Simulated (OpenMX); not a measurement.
# ZrSe2 under changes of volume

One of the cells (25.784 Å³/atom); the others are scaled copies at fixed shape and fractional positions:

```
Zr Se
1.0
     3.79800    0.00000    0.00000
    -1.89900    3.28916    0.00000
     0.00000    0.00000    6.19200
Zr Se
1 2
Direct
  0.00000 0.00000 0.00000
  0.66667 0.33333 0.75000
  0.33333 0.66667 0.25000
```

| Quantity | Value |
| --- | --- |
| Program | OpenMX 3.8.5 |
| Functional | PBE |
| Potentials or basis | OpenMX 2013 PBE set, Zr7.0-s3p2d2, Se7.0-s3p2d2, fixed grid of 40 × 40 × 75 points |
| k mesh | 9 × 9 × 5 |
| Occupations | fermi-dirac, width 0.05 eV |
| Spin | no spin polarisation |

| volume (Å³/atom) | energy over the lowest point (meV/atom) | gap on the mesh (eV) | largest force (eV/Å) |
| --- | --- | --- | --- |
| 24.237 | ? | ? | ? |
| 24.753 | 41.97 | 0.20 | 1.131 |
| 25.268 | 23.00 | 0.24 | 0.870 |
| 25.784 | 10.07 | 0.27 | 0.628 |
| 26.300 | 2.56 | 0.30 | 0.404 |
| 26.815 | 0.00 | 0.33 | 0.191 |
| 27.331 | 1.96 | 0.35 | 0.007 |

What does the run at 24.237 Å³/atom give?

Energy over the lowest point 67.49 meV/atom; gap on the mesh 0.17 eV; largest force 1.409 eV/Å.

Worked out: A Birch-Murnaghan fit of order 3 (a polynomial in V^(-2/3)) to the other rows has its minimum at 26.84 Å³/atom with B0 = V·E''(V) = 72 GPa and B' = 4.1 at fixed shape and positions, which overstates the stiffness. It gives 67.60 meV/atom at 24.237 Å³/atom, against the run's 67.49. A straight line through the other rows of the gap, of slope 1.52 eV per unit of ln V, extrapolates to 0.17 eV, against the run's 0.17.

Energies are extrapolated to zero smearing.

Caveats: an odd mesh through Γ misses points on the zone boundary, where band edges often lie; this functional lacks dispersion, which binds the layers, so the pressure and a relaxed spacing across them are unreliable; the basis of atomic orbitals isn't converged, which shifts pressures, moduli and gaps; forces of over 1 eV/Å show positions far from the minimum, so gaps and moduli don't describe the material at rest (some runs). Spin-orbit coupling on Se, Zr is left out.
